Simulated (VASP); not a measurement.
A VASP 6.6.1 single-point calculation on LiH

INCAR

```
NELMDL = -12
EDIFF = 1E-7
NELM = 87
GGA = PE
ISMEAR = -1
NBANDS = 9
LASPH = .TRUE.
PREC = Accurate
LWAVE = .FALSE.
ISYM = -1
NSW = 0
SIGMA = 0.02
LCHARG = .FALSE.
IBRION = -1
ISIF = 2
ENCUT = 520
LREAL = Auto
```

KPOINTS

```
KPOINTS created by Atomic Simulation Environment
0
Gamma
4 4 4
0 0 0
```

POSCAR

```
Li H
 1.0000000000000000
     0.0135630404000000    1.9965279331000001    1.9965279331000001
     1.9965279331000001    0.0135630404000000    1.9965279331000001
     1.9965279331000001    1.9965279331000001    0.0135630404000000
 Li  H
   1   1
Cartesian
  0.0000000000000000  0.0000000000000000  0.0000000000000000
  2.0033094533000000  2.0033094533000000  2.0033094533000000
```

The recommended PBE PAW datasets give the neutral cell 4 valence electrons.

Command

```
mpirun -np 1 vasp_std
```

OSZICAR

```
N       E                     dE             d eps       ncg     rms          rms(c)
DAV:   1    -0.189557377543E+01   -0.18956E+01   -0.14517E+03  1184   0.412E+02
DAV:   2    -0.630609015183E+01   -0.44105E+01   -0.42287E+01  1610   0.542E+01
DAV:   3    -0.636006821464E+01   -0.53978E-01   -0.53944E-01  1429   0.499E+00
DAV:   4    -0.636027294320E+01   -0.20473E-03   -0.20469E-03  1517   0.286E-01
DAV:   5    -0.636027403259E+01   -0.10894E-05   -0.10894E-05  1396   0.153E-02
DAV:   6    -0.636027404141E+01   -0.88219E-08   -0.88278E-08  1548   0.113E-03
DAV:   7    -0.636027404153E+01   -0.12147E-09   -0.96458E-10  1311   0.923E-05
DAV:   8    -0.636027404153E+01    0.56843E-11   -0.13040E-11  1037   0.114E-05
DAV:   9    -0.636027404153E+01   -0.20748E-11   -0.46907E-14   800   0.230E-06
DAV:  10    -0.636027404150E+01    0.28848E-10   -0.29792E-13   752   0.101E-06
DAV:  11    -0.636027404154E+01   -0.40842E-10   -0.15970E-13   730   0.472E-07
DAV:  12    -0.636027404152E+01    0.24528E-10   -0.10963E-13   691   0.215E-07    0.291E+00
DAV:  13    -0.617273505376E+01    0.18754E+00   -0.14478E-01  1310   0.121E+00    0.147E+00
DAV:  14    -0.610856333716E+01    0.64172E-01   -0.19199E-01  1404   0.156E+00    0.225E-01
DAV:  15    -0.611034567984E+01   -0.17823E-02   -0.39100E-03  1241   0.407E-01    0.373E-02
DAV:  16    -0.611032350778E+01    0.22172E-04   -0.11929E-04  1529   0.497E-02    0.457E-03
DAV:  17    -0.611032353481E+01   -0.27023E-07   -0.46494E-06  1255   0.151E-02    0.209E-03
DAV:  18    -0.611032345049E+01    0.84318E-07   -0.23313E-07  1675   0.247E-03
   1 F= -.61103235E+01 E0= -.61103235E+01  d E =-.395401E-11
```

From OUTCAR

```
k-points           NKPTS =     64   k-points in BZ     NKDIM =     64   number of bands    NBANDS=      9

   NELECT =       4.0000    total number of electrons

   dimension x,y,z NGX =    24 NGY =   24 NGZ =   24
   dimension x,y,z NGXF=    48 NGYF=   48 NGZF=   48

  energy-cutoff  :      520.00
  volume of cell :       15.75
      direct lattice vectors                 reciprocal lattice vectors
     0.013563040  1.996527933  1.996527933    -0.253001241  0.251294122  0.251294122
     1.996527933  0.013563040  1.996527933     0.251294122 -0.253001241  0.251294122
     1.996527933  1.996527933  0.013563040     0.251294122  0.251294122 -0.253001241

 k-points in reciprocal lattice and weights: KPOINTS created by Atomic Simulation Env
   0.00000000  0.00000000  0.00000000       0.016
   0.25000000  0.00000000  0.00000000       0.016
   0.50000000  0.00000000  0.00000000       0.016
  -0.25000000  0.00000000 -0.00000000       0.016
   0.00000000  0.25000000  0.00000000       0.016
   0.25000000  0.25000000  0.00000000       0.016
   0.50000000  0.25000000  0.00000000       0.016
  -0.25000000  0.25000000  0.00000000       0.016
   ...

 E-fermi :   0.6776

 k-point     1 :       0.0000    0.0000    0.0000
  band No.  band energies     occupation
      1     -44.0879      2.00000
      2      -5.3083      2.00000
      3      16.5925      0.00000
      4      18.1049      0.00000
      5      18.4124      0.00000
      6      18.4124      0.00000
      7      22.8318      0.00000
      8      23.1988      0.00000
      9      23.1988      0.00000

 k-point     2 :       0.2500    0.0000    0.0000
  band No.  band energies     occupation
      1     -44.0625      2.00000
      2      -4.2281      2.00000
      3      10.1064      0.00000
      4      15.4534      0.00000
      5      16.9019      0.00000
      6      17.0946      0.00000
      7      22.5544      0.00000
      8      22.6452      0.00000
      9      24.0660      0.00000

 k-point     3 :       0.5000    0.0000    0.0000
  band No.  band energies     occupation
      1     -44.0370      2.00000
      2      -2.4580      2.00000
      3       5.2033      0.00000
      4      14.0146      0.00000
      5      16.8053      0.00000
      6      16.9072      0.00000
      7      19.3609      0.00000
      8      19.5391      0.00000
      9      27.8835      0.00000

 k-point     4 :      -0.2500    0.0000   -0.0000
  band No.  band energies     occupation
      1     -44.0625      2.00000
      2      -4.2281      2.00000
      3      10.1064      0.00000
      4      15.4534      0.00000
      5      16.9019      0.00000
      6      17.0946      0.00000
      7      22.5544      0.00000
      8      22.6452      0.00000
      9      24.0660      0.00000

 k-point     5 :       0.0000    0.2500    0.0000
  band No.  band energies     occupation
      1     -44.0625      2.00000
      2      -4.2281      2.00000
      3      10.1064      0.00000
      4      15.4534      0.00000
      5      16.9019      0.00000
      6      17.0946      0.00000
      7      22.5544      0.00000
      8      22.6452      0.00000
      9      24.0660      0.00000

 ...

  Total        0.0868153      0.0868133      0.0868144     -0.0345267     -0.0345270     -0.0345269
  in kB        8.8287427      8.8285376      8.8286483     -3.5112148     -3.5112486     -3.5112348
  external PRESSURE =       8.8286428 kB  Pullay stress =       0.0000000 kB

 POSITION                                       TOTAL-FORCE (eV/Angst)
 -----------------------------------------------------------------------------------
      0.00000      0.00000      0.00000         0.000000      0.000000      0.000000
      2.00331      2.00331      2.00331        -0.000000     -0.000000     -0.000000
 -----------------------------------------------------------------------------------
    total drift:                               -0.000000     -0.000000      0.000000

  FREE ENERGIE OF THE ION-ELECTRON SYSTEM (eV)
  ---------------------------------------------------
  free  energy   TOTEN  =        -6.1103234505 eV

  energy  without entropy=       -6.1103234505  energy(sigma->0) =       -6.11032345
```

It converged. Results: gap between bands v and c on the k mesh 2.95 eV; least direct gap on the k mesh 2.95 eV; pressure 0.9 GPa. Band v is the last that the valence electrons fill when counted band by band, and c is the next.

These settings aren't sound, so the numbers aren't properties of the crystal.

On sound settings PBE gives a gap of 2.96 eV on its mesh and a pressure of 0.5 GPa for the intended cell.

The run took about 13 s on one core of a shared host (Intel Xeon Platinum 8488C) and held 0.13 GiB at most.
